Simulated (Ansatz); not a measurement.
# F: levels along high-symmetry lines

```
F
1.0
     2.75000   -1.64000    0.00000
     2.75000    1.64000    0.00000
    -1.53601    0.00000    7.12002
F
4
Direct
  0.05040 0.05040 0.09960
  0.94960 0.94960 0.90040
  0.50500 0.50500 0.60000
  0.49500 0.49500 0.40000
```

Atom numbers follow the list: F1, F2, F3, F4.

The geometry is COD entry 9012471, unchecked; take it as a test cell.

Computed with DFT, PBE, all-electron LAPW, scalar-relativistic in Ansatz 0.2.0.

Settings: a Γ-centred 11×11×5 k mesh, Fermi–Dirac smearing of 0.03 eV, basis error target 1 meV/atom, no spin polarisation.

Points in fractions of the reciprocal vectors of this cell: Γ (0, 0, 0), C (-0.343, 0.343, 0), C2 (-0.657, -0.343, 0), Y2 (-0.5, -0.5, 0), M2 (-0.5, -0.5, 0.5), D (-0.672, -0.328, 0.5), D2 (-0.328, 0.328, 0.5), A (0, 0, 0.5). The path joins them by straight lines in the order Γ–C–C2–Y2–Γ–M2–D–D2–A; legs that retrace an earlier one aren't tabulated. Energies are in eV from the top of the valence band.

Task: Is there a gap, and where are the band edges?

Result: 2.36 eV, direct at Γ.

Task: List the levels between -14 and 8 eV at the symmetry points.

Result: 
Γ: -6.54, -5.68, -3.18, -3.09, -3.01, -3.00, -0.25, -0.19, -0.08, 0.00, 2.36, 3.44
C: -6.12, -5.99, -3.79, -3.69, -3.59, -3.51, -0.59 (×2), -0.31, -0.30, 2.96, 3.11
C2: -6.12, -5.99, -3.79, -3.69, -3.59, -3.51, -0.59 (×2), -0.31, -0.30, 2.96, 3.11
Y2: -6.24, -5.85, -4.04, -3.80, -3.43, -3.16, -0.76, -0.43, -0.39, -0.04, 2.78, 3.24
M2: -6.09, -6.04, -3.91, -3.87, -3.33, -3.27, -0.61, -0.60, -0.23, -0.22, 3.00, 3.06
D: -6.08, -6.03, -3.77, -3.71, -3.59, -3.52, -0.61, -0.51, -0.38, -0.26, 2.99, 3.07
D2: -6.08, -6.03, -3.77, -3.71, -3.59, -3.52, -0.61, -0.51, -0.38, -0.26, 2.99, 3.07
A: -6.15, -6.10, -3.13, -3.07, -3.07, -3.03, -0.14, -0.13, -0.13, -0.12, 2.86, 2.93

Kohn–Sham gaps of semilocal functionals usually fall short of measured ones.
